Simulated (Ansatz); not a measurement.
TiC:

```
CELL_PARAMETERS angstrom
0.00000 2.16572 2.16572
2.16572 0.00000 2.16572
2.16572 2.16572 0.00000
ATOMIC_POSITIONS crystal
Ti 0.00000 0.00000 0.00000
C 0.50000 0.50000 0.50000
```

The cell is a database's computed one.

Base run:

| Property | Result |
| --- | --- |
| Program | Ansatz 0.2.0 |
| Functional | LDA |
| Potentials or basis | Ansatz PAW |
| Cutoff | 420 eV (not typed: the program's choice for these potentials) |
| k mesh | 11 × 11 × 11 |
| Occupations | fermi-dirac, width 0.05 eV |
| Spin | no spin polarisation |

Its results: band gap on the k mesh none (metal or under the smearing width); pressure -12.6 GPa.

The run is repeated on the same cell with these changes: functional from LDA to m-r2SCAN; cutoff from 420 eV (not typed: the program's choice for these potentials) to 500 eV (not typed: the program's choice for these potentials). What comes out?

Band gap on the k mesh none (metal or under the smearing width); pressure -0.7 GPa.

Caveats: the PAW data sets come from PBE, with cores solved anew for the run's functional, which leaves a small shift of forces and pressure.
